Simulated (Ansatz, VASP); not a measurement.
TiAl in VASP and in Ansatz

```
Ti Al
1.0
     3.01800    0.00000    0.00000
     0.00000    3.01800    0.00000
     0.00000    0.00000    3.01800
Ti Al
1 1
Direct
  0.53511 0.52975 0.55072
  0.97773 0.01919 0.96448
```

Alike in both runs: task single point; functional LDA; k mesh 7 × 7 × 7; occupations fermi-dirac, width 0.01 eV; no spin polarisation.

```csv
,VASP,Ansatz
version,VASP 6.6.1,Ansatz 0.2.0
potentials or method,"VASP PAW LDA potentials, release 64 (Ti_sv, Al)","plane waves, PAW"
plane-wave cutoff (eV),520,540
valence electrons in the cell,15,15
```

|  | VASP | Ansatz | Ansatz less VASP |
| --- | --- | --- | --- |
| pressure (GPa) | 21.8 | 21.6 | -0.19 |
| largest component of the traceless stress (GPa) | 5.67 | 5.64 | -0.028 |
| rms of the force components (eV/Å) | 1.839 | 1.831 | -0.0078 |

Atom by atom the forces differ by 0.008 eV/Å (rms over components). Ansatz warned: «stress_scf_threshold_loose».

Caveats: so large a pressure means that the cell lies far from this level's equilibrium, or that cutoff or potentials fall short (VASP); forces of over 1 eV/Å show positions far from the minimum, so gaps and moduli don't describe the material at rest.
